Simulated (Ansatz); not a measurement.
# P: which structure wins at one pressure

Which of fcc, bcc, hcp, diamond, simple hexagonal, beta tin has the lowest enthalpy for P at one common pressure? The runs shown use LAPW. Companion runs by PAW are cited.

Program: Ansatz 0.2.0. Level of theory: DFT, PBE, all-electron LAPW, scalar-relativistic. These are calculated values, not measurements.

## Step 1: Starting point

Symmetry: Fm-3m, No. 225, cubic system. Conventional cell: a = 3.283 Å, b = 3.283 Å, c = 3.283 Å, α = 90.00°, β = 90.00°, γ = 90.00°. P (site symmetry m-3m) has 12 P at 2.32 Å as nearest neighbours.

As a file:

```cif
data_structure
_symmetry_space_group_name_H-M 'Fm-3m'
_symmetry_Int_Tables_number 225
_cell_length_a 3.2833
_cell_length_b 3.2833
_cell_length_c 3.2833
_cell_angle_alpha 90.000
_cell_angle_beta 90.000
_cell_angle_gamma 90.000
_cell_volume 35.39
loop_
_atom_site_label
_atom_site_type_symbol
_atom_site_symmetry_multiplicity
_atom_site_Wyckoff_symbol
_atom_site_fract_x
_atom_site_fract_y
_atom_site_fract_z
_atom_site_occupancy
P1 P 4 a 0.00000 0.00000 0.00000 1
```

The file gives the conventional cell by its symmetry; the runs use the cell typed in the input.

## Step 2: Fcc relaxed under pressure, LAPW

The input, input.yaml:

```yaml
crystal:
  lattice:
    - [0.0, 1.6416512742, 1.6416512742]
    - [1.6416512742, 0.0, 1.6416512742]
    - [1.6416512742, 1.6416512742, 0.0]
  atoms:
    - { symbol: P, position: [0.0, 0.0, 0.0] }
kpoints:
  mp_grid: { grid: [20, 20, 20] }
scf:
  occupations: { method: fermi_dirac, width: 0.08 }
hamiltonian:
  xc: pbe
  pseudopotentials: { kind: all_electron, lapw: { basis_error: 0.0005 } }
output:
  forces: true
  stress: true
  eigenvalues: true
relax:
  f_tol: 0.005
  max_steps: 12
  cell: { p_target: 120.0, stress_tol: 0.06 }
```

Command:

```sh
ansatz run input.yaml --threads 1 --pin off --max-ram 3584MiB --backend cpu --events-out ev --progress --plain --runs-dir out
```

Further steps of the session: Bcc relaxed under pressure, LAPW; Hcp relaxed under pressure, LAPW; Diamond relaxed under pressure, LAPW; Simple hexagonal relaxed under pressure, LAPW; Beta tin relaxed under pressure, LAPW.

**Question.** What will these runs give? Wanted: pressure; lowest (for each run or level that gives them).

**Answer**, as computed:

| quantity | value |
| --- | --- |
| pressure | 120 GPa |
| lowest (LAPW) | simple hexagonal, 43.4 meV/atom under beta tin |
| lowest (PAW) | simple hexagonal, 43.9 meV/atom under beta tin |

What this shows: By LAPW the order is simple hexagonal < beta tin < bcc < hcp < fcc < diamond. By PAW the order is simple hexagonal < beta tin < bcc < hcp < fcc < diamond. The methods agree on the lowest phase. Only these structures were tried, with electrons smeared by 0.08 eV and without vibrations, so the true ground state may be another. The k meshes differ between phases and weren't tested, which can move differences by some meV.
